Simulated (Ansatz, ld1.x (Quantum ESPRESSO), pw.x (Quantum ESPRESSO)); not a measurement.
From atom to crystal: TM potential for manganese

* Element: Mn (Z = 25)
* Generator: ld1.x (Quantum ESPRESSO) 7.5
* Type: norm-conserving Troullier–Martins (Kleinman–Bylander form)
* Functional: PBE
* Relativity: scalar-relativistic
* Frozen core: [Ar]
* Valence charge: 7
* Reference configuration: 3d5 4s2 4p0
* Partial waves: 4p (bound, empty): rc 3.15 bohr; 3d (bound): rc 1.95 bohr; 4s (bound): rc 2.50 bohr
* Local potential: the s channel
* Core correction: none

Atomic tests: cutoffs needed: 70 Ry and 110 Ry (the cutoffs (Ry, on a coarse ladder) from which the occupation-weighted sum of valence levels, in a spherical-Bessel basis at the reference potential, stays within 10 and 1 mRy of its value at 400 Ry); ghost test: no extra level below or beside the all-electron valence levels (p, d, s, f tested) (spherical-Bessel basis up to 400 Ry, 20 bohr box); largest excitation error: -203 meV (all-electron minus pseudo) for 3d4 4s2 4p1, out of 7 test configurations.

Crystal test: fcc Mn in pw.x 7.5, no spin, 16³ k-points, Fermi–Dirac smearing 0.01 Ry, cutoffs 135/540 Ry. The reference is all-electron LAPW (Ansatz 0.2.0) with the same functional, mesh and smearing; V0 and B0 come from Birch–Murnaghan fits to the pressures at five volumes. Errors are pseudo minus all-electron; Δ is the rms difference of the E(V) curves that follow from these fits, minima aligned, over ±6 % about the mean V0. Mesh and smearing are coarse, so the numbers serve the comparison and aren't converged zero-temperature values; the lattice is a test structure that the element need not adopt. Spin polarisation and strong correlation are left out, which matters for this element.

```
V (Å³/atom)  P all-electron (GPa)  P pseudo (GPa)
     10.233                 15.96           43.15
     10.503                  7.46           32.38
     10.772                  0.05           22.92
     11.041                 -6.42           14.62
     11.311                -12.07            7.35
```

All-electron: a0 = 3.506 Å (V0 = 10.77 Å³/atom), B0 = 276.5 GPa.

Pseudopotential: mean pressure error (GPa): +23.09. The pressure does not cross zero within the volumes sampled, so no fit is given. The largest radius (3.15 bohr) exceeds half the bond length (2.34 bohr), so the spheres overlap, which is one possible source of error among others. This is a poor potential for the solid.

Q: At the middle volume, how do free energy and pressure move when the wave cutoff is lowered (ecutrho kept at four times it)?

A:

```csv
cutoff (Ry),shift of F (meV/atom),shift of P (GPa)
61,+447.5,-51.72
81,+18.5,-0.20
108,+11.2,-0.27
```

The run at the middle volume (145 k-points, 9 iterations) took about 20 s on one core of a shared host (Intel(R) Xeon(R) 6975P-C, 192 threads, 378 GiB, load 79).
